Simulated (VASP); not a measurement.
# Settings for InP: core levels, initial state

InP, F-43m (no. 216), 2 atoms in the cell. PBE, core levels, initial state; PAW potentials In_d, P (PBE set). VASP 6.6.1.

Wanted: core level below the reference within 0.02 eV.

POSCAR:
```
InP
1.0
    0.0000000000      2.9305000000      2.9305000000
    2.9305000000      0.0000000000      2.9305000000
    2.9305000000      2.9305000000      0.0000000000
In P
1 1
Direct
    0.0000000000      0.0000000000      0.0000000000
    0.7500000000      0.7500000000      0.7500000000
```

The series start from ENCUT (eV): 400; k mesh: 11 × 11 × 11; EDIFF (eV): 1e-7; PREC: Accurate. Each series keeps the choices made before it, and each single choice may use up half of a tolerance.

## ENCUT (eV)

| ENCUT (eV) | Core level below the reference, largest deviation (eV) | SCF iterations | Time (s) |
|---|---|---|---|
| 250 | 0.091 | 16 | 6.4 |
| 350 | 0.020 | 16 | 13 |
| 400 | 0.003 | 16 | 14 |
| 450 | 0.001 | 16 | 18 |
| 550 | 0.001 | 16 | 14 |
| 650 (reference) | 0.000 | 16 | 24 |

Chosen: 400, the loosest value from which every tighter one stays within half of the tolerance.

## k mesh

| k mesh | Core level below the reference, largest deviation (eV) | SCF iterations | Time (s) |
|---|---|---|---|
| 5 × 5 × 5 | 0.023 | 16 | 4.8 |
| 6 × 6 × 6 | 0.009 | 16 | 5.7 |
| 8 × 8 × 8 | 0.002 | 16 | 7.9 |
| 9 × 9 × 9 | 0.001 | 16 | 8.9 |
| 11 × 11 × 11 | 0.000 | 16 | 14 |
| 14 × 14 × 14 | 0.000 | 16 | 21 |
| 16 × 16 × 16 (reference) | 0.000 | 16 | 27 |

Chosen: 6 × 6 × 6.

## EDIFF (eV)

| EDIFF (eV) | Core level below the reference, largest deviation (eV) | SCF iterations | Time (s) |
|---|---|---|---|
| 0.0001 | 0.014 | 10 | 3.7 |
| 1e-5 | 0.002 | 13 | 4.6 |
| 1e-6 | 0.002 | 13 | 4.7 |
| 1e-7 | 0.000 | 16 | 5.7 |
| 1e-8 (reference) | 0.000 | 17 | 5.9 |

Chosen: 1e-5.

## PREC

| PREC | Core level below the reference, largest deviation (eV) | SCF iterations | Time (s) |
|---|---|---|---|
| Accurate | 0.000 | 13 | 4.6 |
| Normal | 0.000 | 13 | 2.8 |

Chosen: Accurate; Normal would be accurate enough too and is faster here.

## All choices together

| Input | Core level below the reference, largest deviation (eV) | Time (s) |
|---|---|---|
| defaults, on a 9 × 9 × 9 mesh (naive) | 0.081 | 1.6 |
| chosen settings | 0.009 | 4.6 |
| reference settings throughout | 0.000 | 52 |

The tolerance is met.

Values of the reference run: Core level below the reference: 427.8, 118.1 eV below the valence top.

## The input

INCAR:
```
SYSTEM = InP
GGA = PE
PREC = Accurate
ENCUT = 400
EDIFF = 1E-5
LREAL = .FALSE.
LASPH = .TRUE.
ALGO = Normal
NELM = 120
LWAVE = .FALSE.
LCHARG = .FALSE.
ISMEAR = 0
SIGMA = 0.02
ICORELEVEL = 1
KPAR = 2
```

KPOINTS:
```
Automatic mesh
0
Gamma
  6 6 6
  0 0 0
```

Commands:
```
cat potpaw_PBE.64/In_d/POTCAR potpaw_PBE.64/P/POTCAR > POTCAR
mpirun -np 2 vasp_std > vasp.out
```

Limits: Levels are depths of In 3d, P 2p below the valence top, elements in the POSCAR's order.

The chosen input took VASP 6.6.1 4.6 s on 2 cores (Intel Xeon Platinum 8124M @ 3.00GHz (Skylake/Cascade Lake)), a shared host.

## An input that fails: one k point for a small cell

It runs to its end, but against the unchanged starting input it is off by 2.660 eV in the core level below the reference.

k mesh: 11 × 11 × 11 becomes 1 × 1 × 1.

Changes against the starting input:
```
- KPAR = 2
```
